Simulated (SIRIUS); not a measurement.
Runs of SIRIUS 7.12.0 on Ru. It takes space group P6_3/mmc (No. 194, hexagonal). Conventional cell: a = 2.706 Å, b = 2.706 Å, c = 4.282 Å, α = 90.00°, β = 90.00°, γ = 120.00°. Around Ru (site symmetry -6m2) lie 12 Ru at 2.65 to 2.71 Å. 

```tsv
task	level	potentials or basis	cell	k mesh	optimizer	fmax	max steps	target pressure	mesh quality	gap on the mesh (eV)	pressure (GPa)	relaxed volume (Å³/atom)
relaxation of cell and atoms	PBEsol+D4	PseudoDojo 0.4.1 PBE standard (scalar relativistic)	relaxed	5 × 5 × 3	BFGS	0.02 eV/Å	30	0 GPa	coarse	none	0.0	(a)
relaxation of cell and atoms	PBEsol+D3	PseudoDojo 0.4.1 PBE standard (scalar relativistic)	relaxed	5 × 5 × 3	BFGS	0.02 eV/Å	30	0 GPa	coarse	none	0.0	13.05
single point	PBEsol	PseudoDojo 0.4.1 PBEsol standard (scalar relativistic)	as given	11 × 11 × 6	-	-	-	-	not flagged	none	-5.7	-
relaxation of cell and atoms	PBEsol	PseudoDojo 0.4.1 PBE standard (scalar relativistic)	relaxed	5 × 5 × 3	BFGS	0.02 eV/Å	30	0 GPa	coarse	none	0.0	13.30
single point	PBEsol	PseudoDojo 0.4.1 PBEsol standard (scalar relativistic)	atoms moved at random, drawn with an rms of 0.05 Å	11 × 11 × 6	-	-	-	-	not flagged	none	-5.6	-
```

Alike in all rows: no spin polarisation; cutoff (eV) 1152; smearing fermi-dirac 0.05 eV.

Fill in the values left out.

(a) 13.17.

Caveats: some runs use coarse meshes; the potentials were made for another functional, which shifts forces and pressure (some runs); pairwise dispersion overbinds metals, which lowers pressure and volume (some runs).

A k mesh can miss the band edges, and the runs leave out spin-orbit coupling on Ru.

A gap of «none» marks a metal or a gap under the smearing width.

Runs at the PBE level aren't shown here.
